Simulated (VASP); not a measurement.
A run of VASP 6.6.1 is set up as follows.

Contents of INCAR:

```
ALGO = Normal ; EDIFF = 1E-6
ENCUT = 520 ; GGA = PE
ISIF = 2 ; ISMEAR = 1
IVDW = 12 ; LASPH = T
LCHARG = T ; LREAL = F
LVHAR = T ; LWAVE = F
NELM = 100 ; PREC = Accurate
SIGMA = 0.1
```

KPOINTS

```
k-points
0
Gamma
  14 14 14
```

The input POSCAR:

```
AlRu                                    
1.0
    2.9728838237      0.0000000000     -0.0000000000
    0.0000000000      2.9728838237      0.0000000000
   -0.0000000000      0.0000000000      2.9728838237
  Ru              Al            
     1     1
Direct
     0.0000000000000000    0.0000000000000000    0.0000000000000000
     0.5000000000000000    0.5000000000000000    0.5000000000000000
```

Potentials or basis: VASP PAW PBE potentials, release 64 (Ru_pv, Al).

Run with:

```bash
$ cat potpaw_PBE.64/Ru_pv/POTCAR potpaw_PBE.64/Al/POTCAR > POTCAR
$ mpirun -np 1 vasp_std > vasp.out
```

Question: Estimate the dispersion energy per atom.

Answer: -0.525 eV.

Question: Estimate the pressure.

Answer: 0.1 GPa.

Caveat: pairwise dispersion overbinds metals, which lowers pressure and volume.
